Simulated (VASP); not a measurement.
**MgS under changes of volume**

One of the cells (23.195 Å³/atom); the others are scaled copies at fixed shape and fractional positions:

```
S Mg
1.0
     0.00000    2.85188    2.85188
     2.85188    0.00000    2.85188
     2.85188    2.85188    0.00000
S Mg
1 1
Direct
  0.25000 0.25000 0.25000
  0.00000 0.00000 0.00000
```

The cell comes from a database or a generator and needn't be the stable form of this composition.

```yaml
Program: VASP 6.6.1
Functional: PBE
Potentials_or_basis: VASP PAW PBE potentials, release 64 (S, Mg)
Cutoff: 520 eV
k_mesh: 8 × 8 × 8
Occupations: fermi-dirac, width 0.05 eV
Spin: no spin polarisation
```

```tsv
volume (Å³/atom)	energy over the lowest point (meV/atom)	pressure (GPa)	gap on the mesh (eV)
21.376	24.37	4.9	3.76
21.831	12.51	3.4	3.65
22.285	4.74	2.0	3.55
23.195	0.00	-0.3	3.35
23.650	?	?	?
24.105	7.42	-2.3	3.16
```

Task: What does the run at 23.650 Å³/atom give?

Result: Energy over the lowest point 2.34 meV/atom; pressure -1.3 GPa; gap on the mesh 3.25 eV.

Worked out: A Birch-Murnaghan fit of order 3 (a polynomial in V^(-2/3)) to the other rows has its minimum at 23.07 Å³/atom with B0 = V·E''(V) = 56 GPa and B' = 4.1. It gives 2.33 meV/atom at 23.650 Å³/atom, against the run's 2.34, and -dE/dV = -1.3 GPa, against -1.3. A straight line through the other rows of the gap, of slope -4.98 eV per unit of ln V (its deformation potential), gives 3.25 eV, against the run's 3.25.

Energies are extrapolated to zero smearing.
